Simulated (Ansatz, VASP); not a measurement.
MgS: VASP beside Ansatz

```
Mg S
1.0
     3.68153    0.00000    0.00000
    -1.84077    3.18830    0.00000
     0.00000    0.00000    6.20822
Mg S
2 2
Direct
  0.00000 0.00000 0.00000
  0.00000 0.00000 0.50000
  0.33333 0.66667 0.25000
  0.66667 0.33333 0.75000
```

Alike in both runs: task single point; functional r2SCAN; k mesh 6 × 6 × 4; no spin polarisation.

|  | VASP | Ansatz |
| --- | --- | --- |
| version | VASP 6.6.1 | Ansatz 0.2.0 |
| potentials or method | VASP PAW PBE potentials, release 64 (Mg, S) | plane waves, PAW |
| plane-wave cutoff (eV) | 520 | 500 |
| occupations | gaussian, width 0.01 eV | fixed |
| valence electrons in the cell | 16 | 32 |

```tsv
	VASP	Ansatz	Ansatz less VASP
gap on the k mesh at the Fermi level (eV)	4.00	4.03	+0.026
pressure (GPa)	-2.6	-2.2	+0.44
largest component of the traceless stress (GPa)	0.17	0.11	-0.055
```

The two sets of potentials don't hold the same shells in valence.

Caveats: the PAW data sets were made with another functional, which shifts forces and pressure a little (VASP). r2SCAN opens gaps a little over a GGA but as a rule still falls short of measured ones. A k mesh can miss the band edges.
